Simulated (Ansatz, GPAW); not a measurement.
## InAs: 3 runs at one level of theory

```
In As
1.0
     0.00000    3.01800    3.01800
     3.01800    0.00000    3.01800
     3.01800    3.01800    0.00000
In As
1 1
Direct
  0.00000 0.00000 0.00000
  0.75000 0.75000 0.75000
```

Alike in all runs: task band structure; functional RPBE; k mesh 8 × 8 × 8; occupations fermi-dirac, width 0.05 eV; no spin polarisation; no spin-orbit coupling. Pressure is positive in compression and, in plane waves, holds the error of the finite cutoff, which Ansatz's Pulay term estimates and takes out.

```
                                                    program and potentials  plane-wave cutoff (eV)                                                                                                                            notes  pressure (GPa)
                                                        Ansatz, Ansatz PAW                     420  potentials made for PBE, which Ansatz adapts in part; 14 valence electrons an atom on average; Pulay term of +0.04 GPa included            6.04
GPAW, the program's PAW data sets (release 1.2.1) made for this functional                     600                                                                                           9 valence electrons an atom on average            5.81
                            Ansatz, all-electron LAPW, scalar-relativistic                       -                                                                                                                                -            6.05
```

The pressure spans 5.81 (GPAW, the program's PAW data sets (release 1.2.1) made for this functional) to 6.05 GPa (Ansatz, all-electron LAPW, scalar-relativistic), with all-electron results at 6.05. Some sets were made for another functional than the one run, which can shift their rows.

The functional is the same throughout but for its coding, so the spread measures potentials, basis and numerics; runs on potential files found faulty are left out.
